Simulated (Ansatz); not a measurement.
Born–Oppenheimer molecular dynamics of a periodic cell of 17 atoms, Ba3Ti3H2O9 (surface BaTiO3(100), adsorbate H2, incident energy 20 eV, 0° from the normal). It starts from an unrelaxed structure (largest force component 6.58 eV/Å).

Level of theory: Ansatz 0.2.0, DFT PBEsol, scalar-relativistic, plane waves, PAW. Settings: PAW set soft_1, cutoff 420 eV, k mesh 2x1x1, fermi-dirac smearing 0.02 eV, no spin polarisation.

```yaml
ensemble: NVE (velocity Verlet)
time_step: 0.5 fs
steps_asked: 220
starting_velocities: zero, but for any typed in the input
atoms_held: 1, 4, 7
seed: 286281
```

Frames 5 fs apart, positions in Å, forces in eV/Å.

Velocities at 0 fs (Å/ps):

```
Ba 0.00 0.00 0.00
Ti 0.00 0.00 0.00
O 0.00 0.00 0.00
O 0.00 0.00 0.00
O 0.00 0.00 0.00
Ba 0.00 0.00 0.00
Ti 0.00 0.00 0.00
O 0.00 0.00 0.00
O 0.00 0.00 0.00
O 0.00 0.00 0.00
Ba 0.00 0.00 0.00
Ti 0.00 0.00 0.00
O 0.00 0.00 0.00
O 0.00 0.00 0.00
O 0.00 0.00 0.00
H 0.00 0.00 -437.54
H 0.00 0.00 -437.54
```

```xyz
17
Lattice="5.6558 0.0000 0.0000 0.0000 6.9532 0.0000 0.0000 0.0000 18.0659" Properties=species:S:1:pos:R:3:forces:R:3 time_fs=0 energy_less_start_eV=0.000 T=11052
Ba 0.000 0.000 1.000 0.00 0.34 0.78
Ti 2.828 1.069 2.633 0.00 -0.91 2.31
O 4.214 0.086 3.433 0.97 0.17 -0.62
O 2.828 0.086 1.032 0.00 0.01 0.16
O 1.441 0.086 3.433 -0.97 0.17 -0.62
Ba 0.000 2.318 4.265 0.00 0.79 1.43
Ti 0.000 3.386 1.000 0.00 -2.02 6.58
O 1.387 2.404 1.800 -2.05 1.58 -2.49
O 2.828 2.404 4.297 0.00 -0.97 -2.57
O 4.269 2.404 1.800 2.05 1.58 -2.49
Ba 2.828 4.636 2.633 0.00 0.23 2.33
Ti 0.000 5.704 4.265 0.00 -2.16 2.16
O 1.387 4.722 5.066 -2.20 1.30 -1.46
O 0.000 4.722 2.664 0.00 -1.42 -4.02
O 4.269 4.722 5.066 2.21 1.30 -1.47
H 4.204 4.716 8.447 -0.63 -0.19 0.01
H 3.456 4.495 8.447 0.63 0.19 -0.01
17
Lattice="5.6558 0.0000 0.0000 0.0000 6.9532 0.0000 0.0000 0.0000 18.0659" Properties=species:S:1:pos:R:3:forces:R:3 time_fs=5 energy_less_start_eV=0.940 T=10537
Ba 0.000 0.000 1.000 0.01 0.35 0.65
Ti 2.828 1.066 2.639 -0.06 -0.32 2.44
O 4.222 0.088 3.429 1.10 -0.18 -0.32
O 2.828 0.086 1.032 0.00 -0.01 0.18
O 1.434 0.088 3.428 -1.34 -0.16 -0.44
Ba 0.000 2.318 4.267 0.26 0.31 0.87
Ti 0.000 3.386 1.000 0.10 -1.84 5.98
O 1.371 2.416 1.782 -1.71 1.37 -2.26
O 2.828 2.397 4.278 0.13 -0.81 -2.67
O 4.284 2.416 1.782 1.61 1.28 -2.19
Ba 2.828 4.636 2.635 -0.26 0.10 2.01
Ti 0.000 5.699 4.271 3.23 -1.02 0.18
O 1.370 4.732 5.055 -2.41 1.73 -1.42
O 0.000 4.711 2.635 -0.20 -0.96 -2.77
O 4.286 4.732 5.053 0.71 0.46 -2.01
H 4.190 4.710 6.279 2.70 0.70 0.81
H 3.459 4.497 6.278 -3.86 -0.99 0.96
17
Lattice="5.6558 0.0000 0.0000 0.0000 6.9532 0.0000 0.0000 0.0000 18.0659" Properties=species:S:1:pos:R:3:forces:R:3 time_fs=10 energy_less_start_eV=4.208 T=8746
Ba 0.000 0.000 1.000 0.01 0.28 0.39
Ti 2.828 1.062 2.654 0.06 -0.62 1.75
O 4.245 0.085 3.421 0.53 0.08 -0.50
O 2.828 0.086 1.032 0.01 0.15 0.52
O 1.409 0.087 3.418 -0.73 -0.03 -0.45
Ba 0.000 2.320 4.269 0.10 0.27 0.88
Ti 0.000 3.386 1.000 0.15 -0.79 4.84
O 1.334 2.447 1.732 -0.49 0.57 -1.60
O 2.830 2.381 4.224 0.06 0.42 -2.45
O 4.320 2.446 1.734 0.43 0.58 -1.57
Ba 2.827 4.636 2.639 -1.29 2.05 -8.84
Ti 0.015 5.691 4.273 2.10 -0.23 -0.90
O 1.326 4.761 5.029 -0.61 0.68 -1.31
O -0.002 4.689 2.566 -0.01 -0.26 -2.09
O 4.294 4.741 4.891 -1.88 -0.88 0.97
H 4.602 4.793 6.602 -0.13 0.06 -1.27
H 2.964 4.365 4.083 1.69 -2.33 11.63
17
Lattice="5.6558 0.0000 0.0000 0.0000 6.9532 0.0000 0.0000 0.0000 18.0659" Properties=species:S:1:pos:R:3:forces:R:3 time_fs=15 energy_less_start_eV=-1.792 T=12078
Ba 0.000 0.000 1.000 -0.02 0.26 0.34
Ti 2.827 1.054 2.677 0.32 -2.76 -0.72
O 4.277 0.084 3.408 -0.54 1.61 -0.98
O 2.828 0.086 1.032 -0.05 0.73 1.41
O 1.373 0.086 3.402 0.26 0.98 -0.88
Ba 0.001 2.321 4.273 -0.47 0.66 0.80
Ti 0.000 3.386 1.000 -0.10 1.44 3.00
O 1.292 2.487 1.661 1.40 -0.88 -0.44
O 2.833 2.375 4.139 -0.48 0.50 0.16
O 4.359 2.484 1.664 -1.30 -0.76 -0.49
Ba 2.826 4.643 2.627 0.25 1.08 0.51
Ti 0.041 5.686 4.267 -1.66 -0.63 -0.62
O 1.276 4.799 4.988 1.18 -1.41 -0.14
O -0.004 4.662 2.469 0.40 -0.03 -2.20
O 4.269 4.734 4.669 0.33 -0.41 -0.05
H 5.091 4.896 8.045 0.02 0.01 -0.07
H 2.582 3.222 4.606 0.45 -0.37 0.37
17
Lattice="5.6558 0.0000 0.0000 0.0000 6.9532 0.0000 0.0000 0.0000 18.0659" Properties=species:S:1:pos:R:3:forces:R:3 time_fs=20 energy_less_start_eV=2.783 T=9571
Ba 0.000 0.000 1.000 -0.02 0.46 0.90
Ti 2.829 1.034 2.699 0.42 -1.42 1.07
O 4.302 0.105 3.380 -0.44 1.25 -1.05
O 2.828 0.086 1.032 -0.03 0.26 0.13
O 1.340 0.098 3.374 0.07 0.44 -0.91
Ba 0.001 2.324 4.278 -0.23 0.66 1.02
Ti 0.000 3.386 1.000 -0.13 3.10 0.27
O 1.271 2.514 1.583 2.76 -2.11 0.17
O 2.824 2.389 4.062 -0.47 -0.84 -0.61
O 4.377 2.511 1.588 -2.66 -1.92 0.11
Ba 2.825 4.654 2.609 -0.06 0.24 0.99
Ti 0.059 5.678 4.258 -2.87 1.27 -1.96
O 1.242 4.818 4.945 2.15 -2.06 1.12
O 0.001 4.636 2.340 0.51 0.77 -1.27
O 4.248 4.721 4.447 0.84 -0.49 0.97
H 5.582 5.003 9.455 0.01 0.00 0.00
H 2.371 1.373 6.032 0.16 0.40 -0.94
17
Lattice="5.6558 0.0000 0.0000 0.0000 6.9532 0.0000 0.0000 0.0000 18.0659" Properties=species:S:1:pos:R:3:forces:R:3 time_fs=25 energy_less_start_eV=3.343 T=9259
Ba 0.000 0.000 1.000 -0.03 0.82 0.67
Ti 2.832 1.006 2.723 0.17 0.38 0.37
O 4.320 0.144 3.339 0.25 0.49 -0.21
O 2.828 0.086 1.032 -0.01 0.08 0.01
O 1.308 0.117 3.333 -0.44 -0.33 -0.13
Ba 0.001 2.327 4.285 -0.22 0.41 0.59
Ti 0.000 3.386 1.000 -0.12 1.88 -2.46
O 1.292 2.510 1.507 2.90 -2.40 0.44
O 2.804 2.392 3.990 -0.26 -0.93 -1.35
O 4.356 2.509 1.514 -2.82 -2.19 0.43
Ba 2.824 4.666 2.592 -1.06 -0.20 -0.71
Ti 0.064 5.675 4.239 -2.95 2.05 -2.66
O 1.239 4.807 4.918 2.06 -2.15 1.37
O 0.013 4.623 2.194 0.54 2.60 1.16
O 4.240 4.701 4.241 2.06 -0.51 2.60
H 6.074 5.112 10.861 0.04 0.03 -0.05
H 2.274 -0.399 7.092 -0.12 -0.03 -0.07
17
Lattice="5.6558 0.0000 0.0000 0.0000 6.9532 0.0000 0.0000 0.0000 18.0659" Properties=species:S:1:pos:R:3:forces:R:3 time_fs=30 energy_less_start_eV=3.441 T=9205
Ba 0.000 0.000 1.000 -0.01 1.28 0.08
Ti 2.837 0.979 2.748 -0.40 0.94 -1.38
O 4.343 0.190 3.294 0.94 -0.41 0.78
O 2.828 0.086 1.032 0.00 -0.18 0.13
O 1.270 0.132 3.291 -0.62 -0.85 0.62
Ba 0.000 2.332 4.292 -0.13 0.39 0.25
Ti 0.000 3.386 1.000 0.01 -1.90 -3.47
O 1.353 2.471 1.438 1.03 -1.14 0.16
O 2.780 2.382 3.900 -0.26 -0.39 -0.35
O 4.295 2.477 1.446 -1.11 -1.03 0.28
Ba 2.820 4.678 2.574 -2.29 -0.43 -2.22
Ti 0.054 5.682 4.208 -0.96 0.92 -1.99
O 1.264 4.766 4.910 0.01 -0.62 0.24
O 0.033 4.648 2.065 0.51 3.86 2.93
O 4.264 4.674 4.074 3.31 -0.44 3.95
H 6.576 5.225 12.256 0.03 -0.01 -0.08
H 2.153 -2.166 8.130 -0.05 0.01 0.07
17
Lattice="5.6558 0.0000 0.0000 0.0000 6.9532 0.0000 0.0000 0.0000 18.0659" Properties=species:S:1:pos:R:3:forces:R:3 time_fs=35 energy_less_start_eV=3.587 T=9124
Ba 0.000 0.000 1.000 -0.03 1.83 -0.66
Ti 2.839 0.957 2.768 -0.88 0.69 -2.35
O 4.379 0.231 3.261 1.02 -1.02 1.38
O 2.828 0.086 1.032 -0.01 -0.52 0.03
O 1.223 0.134 3.257 -0.17 -0.94 0.91
Ba -0.002 2.337 4.301 0.04 0.35 0.24
Ti 0.000 3.386 1.000 0.10 -4.21 -2.36
O 1.429 2.416 1.371 -1.38 0.57 -0.18
O 2.753 2.367 3.804 -0.26 0.58 0.61
O 4.218 2.429 1.382 1.19 0.58 0.00
Ba 2.813 4.689 2.552 -2.72 -0.52 -2.45
Ti 0.040 5.694 4.166 1.28 0.16 -0.92
O 1.291 4.714 4.906 -1.52 0.70 -0.76
O 0.060 4.729 1.978 0.45 2.53 2.49
O 4.335 4.639 3.965 2.89 -0.77 3.97
H 7.085 5.337 13.635 0.00 -0.01 0.05
H 2.019 -3.932 9.180 -0.01 0.00 0.00
17
Lattice="5.6558 0.0000 0.0000 0.0000 6.9532 0.0000 0.0000 0.0000 18.0659" Properties=species:S:1:pos:R:3:forces:R:3 time_fs=40 energy_less_start_eV=3.807 T=9003
Ba 0.000 0.000 1.000 -0.10 2.59 -1.66
Ti 2.837 0.938 2.775 -0.89 -0.23 -2.97
O 4.429 0.257 3.248 0.06 -1.05 1.53
O 2.828 0.086 1.032 0.01 -0.67 0.27
O 1.175 0.123 3.237 0.99 -0.45 0.86
Ba -0.003 2.343 4.309 0.24 0.32 0.34
Ti 0.000 3.386 1.000 0.18 -3.98 -0.91
O 1.486 2.369 1.301 -2.92 1.75 -0.19
O 2.721 2.360 3.717 -0.23 1.37 1.35
O 4.158 2.389 1.318 2.73 1.70 -0.02
Ba 2.801 4.699 2.526 -2.01 -0.58 -1.66
Ti 0.032 5.707 4.120 2.93 0.22 0.00
O 1.296 4.673 4.891 -1.75 1.27 -1.10
O 0.094 4.845 1.926 0.35 -0.61 1.30
O 4.447 4.592 3.914 0.47 -1.63 2.73
H 7.593 5.446 15.024 -0.04 -0.02 0.14
H 1.883 -5.698 10.231 0.00 0.00 -0.01
17
Lattice="5.6558 0.0000 0.0000 0.0000 6.9532 0.0000 0.0000 0.0000 18.0659" Properties=species:S:1:pos:R:3:forces:R:3 time_fs=45 energy_less_start_eV=3.914 T=8944
Ba 0.000 0.000 1.000 -0.25 3.51 -2.69
Ti 2.830 0.917 2.768 -0.51 -0.47 -2.88
O 4.479 0.267 3.258 -1.49 -0.67 1.31
O 2.828 0.086 1.032 0.06 -0.70 0.42
O 1.141 0.105 3.229 2.35 0.36 0.58
Ba -0.003 2.349 4.318 0.44 0.24 0.55
Ti 0.000 3.386 1.000 0.28 -2.99 -0.38
O 1.500 2.347 1.229 -3.41 2.19 0.03
O 2.687 2.373 3.649 -0.17 1.13 1.34
O 4.138 2.374 1.254 3.20 2.07 0.19
Ba 2.786 4.708 2.497 -0.92 -0.72 -0.79
Ti 0.038 5.721 4.074 3.31 0.06 0.66
O 1.275 4.650 4.860 -1.08 1.45 -0.94
O 0.134 4.953 1.896 0.27 -3.30 0.93
O 4.567 4.521 3.904 -1.99 -2.13 1.25
H 8.090 5.549 16.451 -0.08 -0.02 0.41
H 1.747 -7.464 11.280 0.00 0.00 0.00
17
Lattice="5.6558 0.0000 0.0000 0.0000 6.9532 0.0000 0.0000 0.0000 18.0659" Properties=species:S:1:pos:R:3:forces:R:3 time_fs=50 energy_less_start_eV=2.707 T=9611
Ba 0.000 0.000 1.000 -0.52 4.12 -3.07
Ti 2.821 0.896 2.747 -0.02 1.01 -0.98
O 4.507 0.268 3.286 -2.62 -0.30 0.71
O 2.828 0.086 1.032 0.09 -1.96 -1.48
O 1.143 0.092 3.229 3.10 0.97 0.10
Ba -0.003 2.356 4.329 0.67 -0.06 0.89
Ti 0.000 3.386 1.000 -0.04 -1.72 -0.41
O 1.464 2.357 1.157 -2.63 1.62 0.21
O 2.649 2.401 3.601 -0.04 -0.25 0.56
O 4.165 2.390 1.193 2.65 1.61 0.43
Ba 2.769 4.715 2.467 0.04 -1.20 0.24
Ti 0.060 5.735 4.031 1.93 -1.55 0.90
O 1.239 4.649 4.816 0.03 1.55 -0.45
O 0.177 5.013 1.880 0.26 -4.18 1.13
O 4.658 4.420 3.913 -2.87 -0.90 0.14
H 8.574 5.665 17.988 -0.02 1.25 1.08
H 1.611 -9.230 12.329 0.00 0.00 0.02
17
Lattice="5.6558 0.0000 0.0000 0.0000 6.9532 0.0000 0.0000 0.0000 18.0659" Properties=species:S:1:pos:R:3:forces:R:3 time_fs=55 energy_less_start_eV=1.807 T=10105
Ba 0.000 0.000 1.000 -0.09 4.47 -3.52
Ti 2.812 0.880 2.722 0.23 4.26 1.90
O 4.497 0.263 3.326 -2.91 -0.45 -0.07
O 2.828 0.086 1.032 1.73 -3.22 0.02
O 1.190 0.094 3.232 2.68 0.78 -0.14
Ba -0.002 2.363 4.340 0.96 -0.72 1.09
Ti 0.000 3.386 1.000 -0.17 -0.08 -0.74
O 1.392 2.390 1.089 0.07 -0.30 0.29
O 2.611 2.426 3.561 0.02 -1.04 -0.20
O 4.229 2.428 1.139 0.12 0.04 0.67
Ba 2.752 4.720 2.438 -0.32 -4.99 2.29
Ti 0.092 5.741 3.992 0.08 -3.12 0.55
O 1.204 4.671 4.764 1.38 1.28 0.18
O 0.225 5.014 1.882 0.25 -2.54 1.58
O 4.707 4.307 3.925 -3.17 1.45 -0.62
H 9.006 6.232 19.625 -0.85 4.17 -3.34
H 1.474 -10.996 13.383 -0.01 0.01 0.07
```

Of the whole run (110 fs, mean temperature of the second half 9279 K): The conserved energy wandered by up to 23.4 meV per atom (net 6.1 meV per atom), which is poor conservation. A run of 0.11 ps of so small a system gives no equilibrium averages. Limits of this set-up: coarse k mesh, thin slab, slab without dipole correction, no dispersion correction for a molecule that may bind weakly, PAW files made for another functional.

Time of the run: 34 min on 1 thread of Arm Neoverse V2, on a shared host, peak memory 0.89 GiB.
